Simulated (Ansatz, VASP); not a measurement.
# PtSe2 in VASP and in Ansatz

```
Pt Se
1.0
     3.77986    0.00000    0.00000
    -1.88993    3.27346    0.00000
     0.00000    0.00000    4.91014
Pt Se
1 2
Cartesian
  0.0000 0.0000 0.0000
  0.0000 2.1823 1.2275
  1.8899 1.0912 3.6826
```

Change from the starting cell: strain +0.015 along x and y, -0.030 along z, atoms carried along.

Alike in both runs: task single point; functional PBE; k mesh 12 × 12 × 10; occupations gaussian, width 0.15 eV; no spin polarisation.

|  | VASP | Ansatz |
| --- | --- | --- |
| version | VASP 6.6.1 | Ansatz 0.2.0 |
| potentials or method | VASP PAW PBE potentials, release 64 (Pt, Se) | scalar-relativistic, plane waves, PAW |
| plane-wave cutoff (eV) | 520 | 420 |
| valence electrons in the cell | 22 | 50 |

|  | VASP | Ansatz | Ansatz less VASP |
| --- | --- | --- | --- |
| gap on the k mesh at the Fermi level (eV) | none | none | - |
| pressure (GPa) | 5.9 | 5.9 | +0.02 |
| largest component of the traceless stress (GPa) | 0.39 | 0.40 | +0.010 |
| rms of the force components (eV/Å) | 0.301 | 0.299 | -0.0027 |

Atom by atom the forces differ by 0.003 eV/Å (rms over components). A gap of «none» marks a metal or a gap that the smearing closes. The two sets of potentials don't hold the same shells in valence.

Spin-orbit coupling is left out, which matters for the levels of Pt.
